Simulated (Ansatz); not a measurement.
Bi2TeSe2 (Skippenite):

```
CELL_PARAMETERS angstrom
2.09150 1.20753 9.71233
-2.09150 1.20753 9.71233
0.00000 -2.41506 9.71233
ATOMIC_POSITIONS crystal
Bi 0.60194 0.60194 0.60194
Bi 0.39806 0.39806 0.39806
Te 0.00000 0.00000 0.00000
Se 0.78840 0.78840 0.78840
Se 0.21160 0.21160 0.21160
```

- Program: Ansatz 0.2.0
- Task: relaxation of cell and atoms
- Functional: PBEsol
- Potentials or basis: Ansatz PAW
- Cutoff: 420 eV (not typed: the program's choice for these potentials)
- k mesh: 7 × 7 × 7
- Occupations: fermi-dirac, width 0.05 eV
- Spin: no spin polarisation

At the start: volume 29.43 Å³/atom.

Q: How do energy, volume and symmetry change on relaxing?

A: It ends after 6 steps and the volume is 29.83 Å³/atom (+1.3 %); space group R-3m (No. 166, to 0.05 Å).

Step by step:
| step | energy change (eV) | largest force (eV/Å) | volume (Å³) |
| --- | --- | --- | --- |
| 1 | 0.0000 | 1.7910 | 147.17 |
| 2 | -0.3215 | 0.3302 | 151.42 |
| 3 | -0.3437 | 0.0099 | 149.22 |
| 4 | -0.3448 | 0.0226 | 149.50 |
| 5 | -0.3451 | 0.0015 | 149.13 |
| 6 | -0.3454 | 0.0015 | 149.13 |

Final structure:
```xyz
5
Lattice="2.1101 1.2182 9.6689 -2.1101 1.2182 9.6689 0.0000 -2.4365 9.6689" Properties=species:S:1:pos:R:3 pbc="T T T"
Bi    0.0000    0.0000   17.2371
Bi    0.0000    0.0000   11.7696
Te    0.0000    0.0000    0.0000
Se    0.0000    0.0000   22.9561
Se    0.0000    0.0000    6.0506
```

Caveat: the plane-wave basis is chosen anew once the cell has moved, so the energies of steps on either side of that aren't comparable; the PAW data sets come from PBE, with cores solved anew for the run's functional, which leaves a small shift of forces and pressure.
